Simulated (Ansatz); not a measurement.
Runs of Ansatz 0.2.0 on CuAu. It takes space group R-3m (No. 166, trigonal). Conventional cell: a = 2.886 Å, b = 2.886 Å, c = 12.769 Å, α = 90.00°, β = 90.00°, γ = 120.00°. Around Au (site symmetry -3m) lie 6 Cu at 2.70 Å and 6 Au at 2.89 Å. Around Cu (site symmetry -3m) lie 6 Au at 2.70 Å and 6 Cu at 2.89 Å. The cell comes from a database or a generator and needn't be the stable form of this composition.

```tsv
task	level	spin	cell	k mesh	cutoff (eV)	points for each segment of the path	gap on the mesh (eV)	pressure (GPa)	relaxed volume (Å³/atom)
relaxation of cell and atoms	HF	off	relaxed	6 × 6 × 6	420	-	none	0.0	18.01
band structure	HSEsol	off	as given	6 × 6 × 6	420	4	none	-6.8	-
single point	r2SCAN50	off	as given	6 × 6 × 6	500	-	none	(a)	-
relaxation of cell and atoms	HSE06	off	relaxed	6 × 6 × 6	420	-	none	0.0	15.17
single point	HSE06	SOC, no magnetisation	as given	5 × 5 × 5	420	-	none	(b)	-
band structure	HSE03	off	as given	6 × 6 × 6	420	4	none	-1.4	-
relaxation of cell and atoms	HSEsol	off	relaxed	6 × 6 × 6	420	-	none	0.0	14.62
single point	r2SCAN0	off	as given	6 × 6 × 6	500	-	none	-4.0	-
```

Alike in all rows: potentials or basis Ansatz PAW; smearing fermi-dirac 0.05 eV; the mesh is coarse, so values aren't converged.

Question: Fill in the values left out.

Answer: (a) -2.9; (b) -3.9.

Caveats: all runs use coarse meshes; the PAW data sets come from PBE, with cores solved anew for the run's functional, which leaves a small shift of forces and pressure; the thresholds are loose for stress (some runs); the plane-wave basis is chosen anew once the cell has moved, so the energies of steps on either side of that aren't comparable (some runs); spin-orbit coupling is left out, which moves the levels of the heavy elements (some runs); the volume moved by over 15 % at a fixed basis, so the end points are rough (some runs).

A k mesh can miss the band edges, and rows without SOC leave out spin-orbit coupling on Au.

A gap of «none» marks a metal or a gap under the smearing width.
